## What omega costs a late transition metal

The omega structure is a hexagonal crystal with three atoms in its cell, best known from titanium and zirconium under pressure. Here seven metals from the right-hand side of the d block are placed in it and relaxed. The column "energy over elements" is the energy of this crystal minus that of the metal's standard state, per atom; these notes call it the cost of omega. The number of valence electrons equals the group number. "Spin" tells whether magnetic moments could form (collinear) or were held at zero (none).

Late transition metals in the omega structure (P6/mmm, three atoms per cell), with cell and atoms relaxed. Ansatz 0.2.0, DFT with PBEsol, scalar-relativistic plane-wave PAW, cutoff 420 eV, Gaussian smearing 0.1 eV, k meshes from 12×12×18 to 15×15×20. Energies are relative to the elements' standard states; collinear runs start from parallel moments.

```tsv
element	Z	valence electrons	volume per atom (Å³)	shortest distance (Å)	spin	energy over elements (eV/atom)
Co	27	9	10.56	2.403	collinear	0.094
Ni	28	10	10.59	2.379	collinear	0.136
Cu	29	11	11.51	2.430	none	0.085
Ru	44	8	13.64	2.651	none	0.280
Rh	45	9	13.87	2.621	none	0.249
Ir	77	9	14.48	2.669	none	0.364
Pt	78	10	15.39	2.666	none	0.169
```

### 1. Does any of these metals prefer omega?

No: every cost is positive. It runs from 0.085 eV per atom in copper to 0.364 eV in iridium, or roughly 8 to 35 kJ/mol. These are energies at zero temperature, without the zero-point motion of the atoms. A metal with a high cost is not weakly bound in omega. It merely gives up more by leaving its usual structure. Whether an omega crystal, once made, would keep its shape is a different question, which takes a calculation of its vibrations.

### 2. What changes for an atom that moves into omega?

In their standard states these metals are close-packed, and each atom has twelve neighbours at equal or nearly equal distances. Omega has two kinds of site. One third of the atoms have 14 neighbours, two along the hexagonal axis and twelve in the layers above and below. The others form honeycomb layers and have 11: three close ones in the layer, two along the axis and six further away. The average is still twelve, so omega differs in the arrangement and lengths of its contacts, not in their number.

The closest contact lies within the honeycomb and measures $a/\sqrt{3}$, where $a$ is the long edge of the cell. The printed "shortest distance" is not this length and should not be used: it is too long in every row, by 0.08 to 0.21 Å. For iridium the relaxed cell gives 2.50 Å, while the column says 2.669 Å.

The program's output after these notes lists distances for all seven metals, but not all of them belong to the relaxed crystals. For cobalt, copper, ruthenium and iridium it uses the cell edges from before the relaxation, so everything derived from the edges there holds for the starting cell. With the relaxed edges, the closest contact is 2.25 Å in cobalt, 2.34 Å in copper, 2.44 Å in ruthenium and 2.50 Å in iridium. For nickel, rhodium and platinum the listed distances can be used as they are.

### 3. Which differences in cost can be trusted?

The mesh of k points leaves an uncertainty of about 4 meV per atom in each energy. Comparing two costs involves four such energies, two for each metal, so the 9 meV between cobalt and copper are too little to rank them. The step from ruthenium to rhodium, 31 meV, is well clear of this uncertainty, and so is the step from cobalt to nickel, 42 meV. For these two magnets, however, only parallel starting moments were tried, so a magnetic order of lower energy is not ruled out.

Iridium and platinum carry a further doubt, because spin-orbit coupling is left out and matters most in heavy atoms. Its effect on their costs is untested. It would have to shift one cost against the other by about 0.2 eV to remove the difference between them.

One more doubt touches every row. The runs use the PBEsol functional with atomic datasets made for a different one, PBE, and how much this shifts the costs has not been tested.

### 4. Why should the number of d electrons decide the structure?

Three hydrogen atoms show the principle. Let an electron gain energy by hopping between neighbours with strength $t$, and count energies from the level of a single atom. A triangle then has levels at $-2t$, $+t$ and $+t$; a chain has them at $-\sqrt{2}\,t$, $0$ and $+\sqrt{2}\,t$. Now fill in electrons, two to a level:

- Two electrons give $-4t$ in the triangle and about $-2.8t$ in the chain, so the triangle wins.
- Four electrons give $-2t$ and about $-2.8t$, so the chain wins.
- Six electrons give zero in both, and the preference is gone.

Three lessons carry over to a d band. The filling decides which arrangement wins, a full band has no preference, and the size of the preference grows with $t$. The analogy stops there: a metal has five d orbitals on each atom as well as s electrons, so three hydrogen atoms cannot tell which crystal is best at a given filling. That omega suits metals with few d electrons is known from titanium and zirconium. The table shows the other end of the d block, where close packing wins.

### 5. Why does platinum pay so much less than iridium?

Platinum has one more valence electron, and its cost is less than half that of iridium. Its d band is therefore closer to full, and by the argument above the d electrons should care less about how the atoms are arranged. Copper, with its d shell filled, fits the same picture: its cost is the lowest in the table, though level with that of cobalt within the uncertainty. That it is not zero must come from what the argument leaves out, such as the s electrons and the repulsion between filled shells.

Going down a group should act through $t$. From rhodium to iridium the volume per atom grows by only 4 %, yet the cost rises by almost half. A likely reason, not tested here, is that 5d orbitals reach further out than 4d orbitals, so they overlap more strongly at nearly the same spacing, and the band is wider.

### 6. How far does bond strength alone take us?

A wider d band also binds the metal more strongly. The simplest estimate therefore makes the cost a fixed share of the cohesive energy, the energy needed to pull the metal apart into atoms. Rhodium sets the share. With a rough, recalled cohesive energy of 5.8 eV per atom, it is

$$\frac{0.249}{5.8} \approx 0.043,$$

or about 4 %. Iridium, with roughly 6.9 eV, should then cost $0.043 \times 6.9 \approx 0.30$ eV. The calculation gives 0.364 eV, so the estimate is about a fifth too low.

The same step gives 0.29 eV for ruthenium, very close to the computed 0.280 eV. For nickel, platinum and copper the estimate is too high, by roughly 40 to 80 % of the computed cost. These are the metals with ten or eleven valence electrons, where a full or nearly full d band should weaken the preference. Bond strength thus gives a rough scale, and band filling is a plausible reason why these three fall below it.

One metal does not fit. Cobalt has as many valence electrons as rhodium and iridium, and the estimate gives it $0.043 \times 4.4 \approx 0.19$ eV. The computed cost is 0.094 eV, half as much.

### 7. Why is cobalt so cheap?

Cobalt is ferromagnetic. In omega it carries 1.6 Bohr magnetons per atom, about the moment known for the ordinary metal, so the low cost does not come from a moment gained or lost on the way. A clear difference from rhodium is how its d electrons are shared between the two spins. The majority spin holds 4.8 of the 5 electrons it has room for, the minority spin only 3.1.

The argument of question 4 can now be applied to each spin separately. The majority band is almost full and has little say in the structure, so whatever preference the d electrons have rests mainly on the minority spin. That alone does not make omega cheap, because magnetism does not remove the empty places in the d shell. It gathers them in the minority band. The cost falls only if a band with nearly twice as many empty places does not care twice as much about the structure. Ruthenium hints that this may be so: it has one electron fewer than rhodium, and so more empty places in its d band, yet its cost is only about 12 % higher.

The odd step in the first row, where the cost rises from cobalt to nickel although the d band fills up, asks for more. Nickel's majority band is nearly full too, and its minority band holds 4.1 electrons against cobalt's 3.1. If the minority bands decide, the pull towards close packing must be weaker at 3.1 electrons than at 4.1. That is possible, since a preference can even change sign as a band fills, as it does between the triangle and the chain. The table does not confirm it. From rhodium to ruthenium the cost still rises as an electron is taken away, and there is no non-magnetic metal with fewer electrons to show whether it then falls. Nickel and platinum pay about the same share of their cohesive energy, near 3 %, so the irregular member of the row seems to be cobalt, not nickel.

So far this is an argument, and it has a clean test: compute cobalt with its moments held at zero, both in omega and in its standard structure. Would the cost then climb towards the 0.19 eV that rhodium suggests, or would cobalt stay cheap for some other reason?

Numerical output:

```
Distances from the cell edges (angstrom) and cost as rough share of cohesion (percent):
  row  within honeycomb  along c  between layers  printed value too long by  c over a  share of cohesion
   Co             2.256    2.401           2.555                     0.1473    0.6145              2.136
   Ni             2.267    2.379            2.56                     0.1123     0.606              3.091
   Cu             2.352     2.41           2.642                    0.07845    0.5917              2.429
   Ru             2.438    2.654           2.776                     0.2128    0.6285              4.179
   Rh             2.472    2.621           2.798                     0.1494    0.6122              4.293
   Ir             2.492    2.694           2.833                     0.1772    0.6242              5.275
   Pt             2.582    2.666           2.906                    0.08409    0.5962              2.914
Largest mismatch of volume from edges and table (percent): 0.2721
Lowest cost (eV/atom): 0.085
Highest cost (eV/atom): 0.364
Cost of Co less cost of Cu (meV/atom): 9
Change of cost Ru to Rh (meV/atom): -31
Change of cost Ru to Rh (percent): -11.07
Change of cost Ir to Pt (meV/atom): -195
Change of cost Ir to Pt (percent): -53.57
Change of cost Co to Ni (meV/atom): 42
Change of cost Ni to Cu (meV/atom): -51
Cost ratio Rh to Co: 2.649
Cost ratio Ir to Rh: 1.462
Cost ratio Ir to Co: 3.872
Cost ratio Pt to Ni: 1.243
Volume growth Co to Rh (percent): 31.34
Volume growth Rh to Ir (percent): 4.398
Moment of Co in omega (Bohr magnetons per atom): 1.625
Moment of Ni in omega (Bohr magnetons per atom): 0.622
Majority d electrons of Co (per atom): 4.774
Minority d electrons of Co (per atom): 3.067
Majority d electrons of Ni (per atom): 4.745
Minority d electrons of Ni (per atom): 4.088
```
